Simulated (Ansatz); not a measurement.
## Polymorphs of CdH₆

Computed with DFT PBE, scalar-relativistic, plane waves, PAW (Ansatz). All cells share a 420 eV cutoff and Γ-centred k meshes spaced at most about 0.3 Å⁻¹ (about 0.25 or finer for metals, 2π included). No spin polarisation.

The zero of energy is the elements' standard structures at the same level (H₂ as a molecule); no fitted shifts are applied.

All energies are static (0 K, no zero-point motion). Only the structures computed here compete, so a lower one can exist. No dispersion correction is applied, so the spacing and binding between layers, chains or molecules are poorly described (R-3, Pm-3m, P4/mmm at 15.7 Å³/atom, P4/mmm at 9.9 Å³/atom), and this can change margins and order among such cells. Kohn–Sham gaps at this level usually fall short of measured ones. Cd atoms have no neighbour within bonding distance in R-3, Pm-3m, so such a cell has in effect fallen apart. With hydrogen, zero-point motion can shift formation energies by some tens of meV/atom.

Invented guesses were relaxed alike, and ends that match in structure were merged. ΔE counts from the first row. Coordination counts H atoms around Cd (those within 1.25 times the shortest such distance or 1.15 times the sum of covalent radii, 1.27 where that leaves under three; a plus sign parts nearer from farther groups; the shortest distance is added where it exceeds 1.18 times the sum of covalent radii). The ends were matched against large subsets of the Crystallography Open Database and the Materials Project, so a missing match doesn't prove that a structure is unreported.

| # | reached from | type and space group | atoms | Å³/atom | coordination | ΔE (meV/atom) | gap on mesh (eV) | in databases | checks |
| --- | --- | --- | --- | --- | --- | --- | --- | --- | --- |
| 1 | random cell | R-3 (No. 148) | 7 | 36.2 | Cd 6+6 from 3.5 Å | 0 | 3.55 | no match | imaginary modes at Γ (to 55i cm⁻¹) |
| 2 | YbB6 type (Pm-3m) | Pm-3m (No. 221) | 7 | 30.3 | Cd 24 from 4.2 Å | 1 | 3.77 | no match | imaginary modes at Γ (to 176i cm⁻¹) |
| 3 | random cell | P4/mmm (No. 123) | 7 | 15.7 | Cd 4 | 101 | 0.00 | no match | - |
| 4 | random cell | F-43m (No. 216) | 7 | 7.9 | Cd 12 | 711 | 1.21 | no match | - |
| 5 | random cell | P4/mmm (No. 123) | 7 | 9.9 | Cd 4 | 797 | 0.00 | no match | - |

The first two are tied within the noise. The first: Space group R-3 (No. 148), trigonal, a = 6.543 Å, c = 20.518 Å. Around Cd lie 6 H at 3.54 Å and 6 H at 4.28 Å (long against the sum of covalent radii); H has 1 H at 0.75 Å, 2 H at 2.99 Å, 2 H at 3.28 Å, 2 H at 3.41 Å, 1 Cd at 3.54 Å, 2 H at 3.56 Å and 1 Cd at 4.28 Å. Its energy over the elements is +0.098 eV/atom. A positive value: parting into the elements would lower its energy. An observed structure of this formula, if there is one, may be missing.

```cif
data_structure
_symmetry_space_group_name_H-M 'R-3:H'
_symmetry_Int_Tables_number 148
_cell_length_a 6.5430
_cell_length_b 6.5430
_cell_length_c 20.5179
_cell_angle_alpha 90.000
_cell_angle_beta 90.000
_cell_angle_gamma 120.000
_cell_volume 760.71
loop_
_atom_site_label
_atom_site_type_symbol
_atom_site_symmetry_multiplicity
_atom_site_Wyckoff_symbol
_atom_site_fract_x
_atom_site_fract_y
_atom_site_fract_z
_atom_site_occupancy
Cd1 Cd 3 a 0.00000 0.00000 0.00000 1
H1 H 18 f 0.30445 0.16226 0.15050 1
```

The second: Space group Pm-3m (No. 221), cubic, a = 5.966 Å. Cd has 24 H at 4.24 Å (long against the sum of covalent radii); H has 1 H at 0.75 Å, 4 H at 3.69 Å, 4 Cd at 4.24 Å and 8 H at 4.25 Å. Counting H atoms around Cd, the first has Cd 6+6 from 3.5 Å and the second has Cd 24 from 4.2 Å. The first and the second both hold H–H pairs as short as in free H₂ molecules. Shaken at random and relaxed again, row 1 came back. Shaken at random and relaxed again, row 2 came back. Cells without such a test can be saddle points.
